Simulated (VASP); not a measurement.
A run of VASP 6.6.1 is set up as follows.

File INCAR:

```
SYSTEM = BaS
PREC = Accurate
ENCUT = 520
EDIFF = 1E-6
ISMEAR = 0
SIGMA = 0.012
LREAL = .False.
LASPH = .True.
NELM = 80
ALGO = Normal
ISIF = 2
LWAVE = .False.
LCHARG = .True.
GGA = PE
LELF = .True.
LVHAR = .True.
NBANDS = 15
```

File KPOINTS:

```
Automatic mesh
0
Gamma
  7 7 7
  0 0 0
```

File POSCAR:

```
BaS
1.0
    0.0000000000      3.1937500000      3.1937500000
    3.1937500000      0.0000000000      3.1937500000
    3.1937500000      3.1937500000      0.0000000000
Ba S
1 1
Direct
    0.0000000000      0.0000000000      0.0000000000
    0.5000000000      0.5000000000      0.5000000000
```

Potentials or basis: VASP PAW PBE potentials, release 64 (Ba_sv, S).

Run with:

```console
$ cat potpaw_PBE.64/Ba_sv/POTCAR potpaw_PBE.64/S/POTCAR > POTCAR
$ mpirun -np 1 vasp_std > vasp.out
```

Q: What does it give for the band gap on the k mesh?

A: 2.17 eV, indirect (least direct gap 2.31 eV).

Q: Estimate the pressure.

A: 1.4 GPa.

Caveat: spin-orbit coupling is left out, which moves the levels of the heavy elements.

**The experiment to reproduce.**

A printed reference work, monograph, original work of 1988 reports, for a bulk crystal of BaS at 2 K: band gap 3.806 eV (indirect).

Measured gap of BaS: 3.806 eV (indirect; 2 K; a printed reference work, monograph, original work of 1988). This calculation gives 2.17 eV (-1.64 eV). Spin-orbit coupling on Ba is left out. The value is that of PBE on a finite k mesh, which can miss the band edges, without temperature or zero-point motion. Semilocal functionals fall short of measured gaps as a rule.
